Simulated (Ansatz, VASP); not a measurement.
**Mo: VASP beside Ansatz**

```xyz
1
Lattice="0.0000 2.0656 2.0656 2.0656 0.0000 2.0656 2.0656 2.0656 0.0000" Properties=species:S:1:pos:R:3 pbc="T T T"
Mo    0.0000    0.0000    0.0000
```

Alike in both runs: task single point; functional PBE; k mesh 18 × 18 × 18; occupations gaussian, width 0.1 eV; no spin polarisation.

|  | VASP | Ansatz |
| --- | --- | --- |
| version | VASP 6.6.1 | Ansatz 0.2.0 |
| potentials or method | VASP PAW PBE potentials, release 64 (Mo_sv) | scalar-relativistic, plane waves, PAW |
| plane-wave cutoff (eV) | 520 | 420 |
| valence electrons in the cell | 14 | 14 |

VASP gave:

```
gap on the k mesh at the Fermi level (eV) : none
pressure (GPa)                            : -18.4
```

Task: Estimate Ansatz's values.

Result: gap on the k mesh at the Fermi level (eV): none; pressure (GPa): -18.7.

A gap of «none» marks a metal or a gap that the smearing closes. The functional is the same, so the differences come from potentials, cutoffs and numerics.

Caveats: so large a pressure means that the cell lies far from this level's equilibrium, or that cutoff or potentials fall short (VASP).
